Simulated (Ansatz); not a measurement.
## Nudged elastic band run: Si₈O₁₅

Input:

```yaml
crystal:
  lattice:
    - [-4.1564, -4.1564, 0.0]
    - [4.1564, -4.1564, 0.0]
    - [0.0, 0.0, 5.3204]
  atoms:
    - { symbol: Si, position: [0.50071041, 0.50074961, -0.00316534] }
    - { symbol: Si, position: [0.00071046, 0.4988222, 0.24763534] }
    - { symbol: O, position: [0.19567347, 0.50656087, -0.00417576] }
    - { symbol: O, position: [0.00074292, 0.19410423, 0.24762697] }
    - { symbol: O, position: [0.80576688, 0.50652472, -0.00416795] }
    - { symbol: O, position: [0.00070856, 0.8033674, 0.24762731] }
    - { symbol: Si, position: [0.50070969, 0.5007315, 0.49843069] }
    - { symbol: Si, position: [0.00071696, 0.50716151, 0.74763243] }
    - { symbol: O, position: [0.19567377, 0.50655503, 0.49943488] }
    - { symbol: O, position: [0.00073014, 0.20096814, 0.74763463] }
    - { symbol: O, position: [0.80576706, 0.50652331, 0.49943556] }
    - { symbol: Si, position: [0.00071956, -0.005888, -0.01176649] }
    - { symbol: Si, position: [0.50071459, -0.00240462, 0.24763037] }
    - { symbol: O, position: [0.69571311, -0.0024883, -0.00443411] }
    - { symbol: O, position: [0.50073465, 0.69443779, 0.24763799] }
    - { symbol: O, position: [0.30572417, -0.00251209, -0.00444115] }
    - { symbol: O, position: [0.50070815, 0.30464955, 0.24763047] }
    - { symbol: Si, position: [0.00072228, -0.00588978, 0.50702018] }
    - { symbol: Si, position: [0.50072511, -0.00075722, 0.74763233] }
    - { symbol: O, position: [0.69571293, -0.00247523, 0.49969792] }
    - { symbol: O, position: [0.50073533, 0.69467068, 0.74762487] }
    - { symbol: O, position: [0.3057269, -0.00250299, 0.4997044] }
    - { symbol: O, position: [0.50071602, 0.3049715, 0.74763156] }
basis:
  ecutwfc: 420.0
kpoints:
  mp_grid: { grid: [2, 2, 2] }
hamiltonian:
  xc: pbe
  dispersion: d3bj
  pseudopotentials: { kind: paw, azcp: { folder: soft_1 } }
scf:
  occupations: { method: fermi_dirac, width: 0.05 }
  lower_state_search: "off"
neb:
  images: 3
  f_tol: 0.05
  initial_path: linear
  max_iterations: 67
  optimiser: fire
  final_atoms:
    - { symbol: Si, position: [0.5, 0.49987278, -0.00077393] }
    - { symbol: Si, position: [0.0, 0.5016886, 0.25] }
    - { symbol: O, position: [0.19498729, 0.49416604, -0.00174097] }
    - { symbol: O, position: [0.0, 0.19723771, 0.25] }
    - { symbol: O, position: [0.80501271, 0.49416604, -0.00174097] }
    - { symbol: O, position: [0.0, 0.80653733, 0.25] }
    - { symbol: Si, position: [0.5, 0.49987278, 0.50077393] }
    - { symbol: Si, position: [0.0, 0.49357704, 0.75] }
    - { symbol: O, position: [0.19498729, 0.49416604, 0.50174097] }
    - { symbol: O, position: [0.0, -0.20055073, 0.75] }
    - { symbol: O, position: [0.80501271, 0.49416604, 0.50174097] }
    - { symbol: Si, position: [0.0, 0.00653674, -0.00946519] }
    - { symbol: Si, position: [0.5, 0.00296171, 0.25] }
    - { symbol: O, position: [0.69496482, 0.00299576, -0.00204203] }
    - { symbol: O, position: [0.5, 0.69596773, 0.25] }
    - { symbol: O, position: [0.30503518, 0.00299576, -0.00204203] }
    - { symbol: O, position: [0.5, 0.30613274, 0.25] }
    - { symbol: Si, position: [0.0, 0.00653674, 0.50946519] }
    - { symbol: Si, position: [0.5, 0.00137596, 0.75] }
    - { symbol: O, position: [0.69496482, 0.00299576, 0.50204203] }
    - { symbol: O, position: [0.5, 0.69560609, 0.75] }
    - { symbol: O, position: [0.30503518, 0.00299576, 0.50204203] }
    - { symbol: O, position: [0.5, 0.30589958, 0.75] }
  order_check: true
```

Run as:

```bash
$ ansatz run input.yaml --threads 1 --pin off --max-ram 3072MiB --backend cpu --events-out ev --progress --plain --runs-dir out
```

Output, in part (warnings, iteration lines):

```
NEB end point (image 0): max|allowed force component| = 1.241e-2 eV/Å (the criterion of neb.relax_end_points is 1.000e-2)
NEB end point (image 4): max|allowed force component| = 1.185e-2 eV/Å (the criterion of neb.relax_end_points is 1.000e-2)
NEB iter   1: max|band force component| = 3.206e1 eV/Å  barrier→ = 12.2113 eV  barrier← = 12.2113 eV  Δτ_max = 0.2000 Å  (50 SCF iters)
NEB iter   2: max|band force component| = 5.286e0 eV/Å  barrier→ = 6.3863 eV  barrier← = 6.3863 eV  Δτ_max = 0.0821 Å  (26 SCF iters)
NEB iter   3: max|band force component| = 3.354e0 eV/Å  barrier→ = 6.1307 eV  barrier← = 6.1308 eV  Δτ_max = 0.0131 Å  (25 SCF iters)
NEB iter   4: max|band force component| = 1.932e0 eV/Å  barrier→ = 6.1042 eV  barrier← = 6.1042 eV  Δτ_max = 0.0205 Å  (19 SCF iters)
NEB iter   5: max|band force component| = 1.730e0 eV/Å  barrier→ = 6.0620 eV  barrier← = 6.0620 eV  Δτ_max = 0.0304 Å  (21 SCF iters)
NEB iter   6: max|band force component| = 2.290e0 eV/Å  barrier→ = 6.0192 eV  barrier← = 6.0192 eV  Δτ_max = 0.0088 Å  (22 SCF iters)
NEB iter   7: max|band force component| = 1.396e0 eV/Å  barrier→ = 6.0127 eV  barrier← = 6.0127 eV  Δτ_max = 0.0142 Å  (18 SCF iters)
NEB iter   8: max|band force component| = 1.160e0 eV/Å  barrier→ = 6.0023 eV  barrier← = 6.0023 eV  Δτ_max = 0.0208 Å  (19 SCF iters)
[... lines left out ...]
```

The run converged. The band force fell under the threshold earlier too, but the program's further tests of the path sent the band on. Neighbouring images differ by up to 4.3 eV, so the band resolves the path poorly. By the program's own check the climbing image is a first-order saddle point (lowest curvatures found: -27.68 and 2.15 eV/Å²). Limits of this set-up: coarse k mesh, no spin, though dangling bonds at a vacancy may carry it, a small cell, in which the defect meets its images.

Final band:

```csv
image,path coordinate (Å),energy (eV)
0,0.00,0.00
1,0.85,1.46
2,1.71,5.81
3,2.31,1.97
4,2.90,0.00
```

Time of the run: 17 min on 1 thread of Arm Neoverse V2 (shared host), peak memory 0.65 GiB.
